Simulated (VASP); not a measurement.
Runs of VASP 6.6.1 on TiO2 (Anatase). Symmetry: I4_1/amd, No. 141, tetragonal system. Conventional cell: a = 3.784 Å, b = 3.784 Å, c = 9.515 Å, α = 90.00°, β = 90.00°, γ = 90.00°. Ti (site symmetry -4m2) has 6 O at 1.93 to 1.98 Å as nearest neighbours. O (site symmetry 2mm) is surrounded by 3 Ti at 1.93 to 1.98 Å. 

```tsv
task	level	potentials or basis	cell	k mesh	cutoff (eV)	smearing	ladder	GW scheme	GW iterations	cutoff of the response function	frequency points	mesh quality	gap on the mesh (eV)	pressure (GPa)	relaxed volume (Å³/atom)	largest force (eV/Å)
band structure	revPBE	VASP PAW PBE potentials, release 64 (Ti_sv, O)	as given	10 × 10 × 10	520	fermi-dirac 0.05 eV	-	-	-	-	-	not flagged	2.15	9.2	-	0.17
relaxation of cell and atoms	BLYP+D3(BJ)	VASP PAW PBE potentials, release 64 (Ti_sv, O)	relaxed	10 × 10 × 10	600	fermi-dirac 0.05 eV	-	-	-	-	-	not flagged	(c)	0.1	11.51	0.01
single point	PBE	VASP PAW PBE potentials, release 64 (Ti_sv, O)	as given	10 × 10 × 10	520	gaussian 0.015 eV	-	-	-	-	-	not flagged	2.11	5.9	-	0.12
relaxation of cell and atoms	rev-vdW-DF2	VASP PAW PBE potentials, release 64 (Ti_sv, O)	relaxed	10 × 10 × 10	600	fermi-dirac 0.05 eV	-	-	-	-	-	not flagged	2.05	0.0	11.50	0.01
single point	PBE	VASP PAW PBE potentials, release 64 (Ti_sv, O)	as given	10 × 10 × 10	520	gaussian 0.011 eV	-	-	-	-	-	not flagged	2.11	5.9	-	0.12
relaxation of cell and atoms	PBE	VASP PAW PBE potentials, release 64 (Ti_sv, O)	relaxed	10 × 10 × 10	600	fermi-dirac 0.05 eV	-	-	-	-	-	not flagged	2.10	0.0	(a)	-
relaxation of cell and atoms	PBE	VASP PAW PBE potentials, release 64 (Ti_sv, O_h)	relaxed	7 × 7 × 7	980	fermi-dirac 0.05 eV	-	-	-	-	-	not flagged	2.10	0.0	11.70	0.01
relaxation of cell and atoms	PBE+D3	VASP PAW PBE potentials, release 64 (Ti_sv, O)	relaxed	10 × 10 × 10	600	fermi-dirac 0.05 eV	-	-	-	-	-	not flagged	2.07	0.0	11.51	0.01
relaxation of cell and atoms	BLYP+D4	VASP PAW PBE potentials, release 64 (Ti_sv, O)	relaxed	10 × 10 × 10	600	fermi-dirac 0.05 eV	-	-	-	-	-	not flagged	2.08	0.0	11.58	-
relaxation of cell and atoms	BLYP+D3	VASP PAW PBE potentials, release 64 (Ti_sv, O)	relaxed	10 × 10 × 10	600	fermi-dirac 0.05 eV	-	-	-	-	-	not flagged	(b)	0.1	(d)	0.01
```

Alike in all rows: no spin polarisation.

Task: Estimate the missing entries.

Result: (a) 11.69; (b) 2.04; (c) 2.06; (d) 11.62.

Caveats: the PAW data sets were made with another functional, which shifts forces and pressure a little (some runs); an odd mesh through Γ misses points on the zone boundary, where band edges often lie (some runs).

Not every run made on this cell is shown here.
